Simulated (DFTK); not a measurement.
InP:

```
In P
1.0
     0.00000    2.93050    2.93050
     2.93050    0.00000    2.93050
     2.93050    2.93050    0.00000
In P
1 1
Direct
  0.00000 0.00000 0.00000
  0.75000 0.75000 0.75000
```

Base run:

- Program: DFTK 0.8.2
- Functional: BJ06
- Potentials or basis: SG15 1.2 (PBE)
- Cutoff: 1225 eV
- k mesh: 7 × 7 × 7
- Occupations: fermi-dirac, width 0.05 eV
- Spin: no spin polarisation

Its results: band gap on the k mesh 0.80 eV, direct.

Problem. After a change of settings the same cell gave: band gap on the k mesh 0.53 eV, direct. Which change was it?
A. potentials or basis from SG15 1.2 (PBE) to cp2k.nc.sr.pbe.v0_1.semicore.gth (PBE, GTH); cutoff from 1225 eV to 2068 eV; k mesh from 7 × 7 × 7 to 5 × 5 × 5
B. functional from BJ06 to LDA
C. functional from BJ06 to r2SCAN

Solution. B.

Caveats: spin-orbit coupling is left out, which moves the levels of the heavy elements; the program leaves the constant c of mgga_x_tb09 at 1, so the potential is Becke-Johnson's (BJ06) and not Tran and Blaha's, with levels but no total energy (some runs); the program warned that the kinetic-energy density falls under its von Weizsäcker bound, which can give unphysical results (some runs).

Not every run made on this cell is shown here.
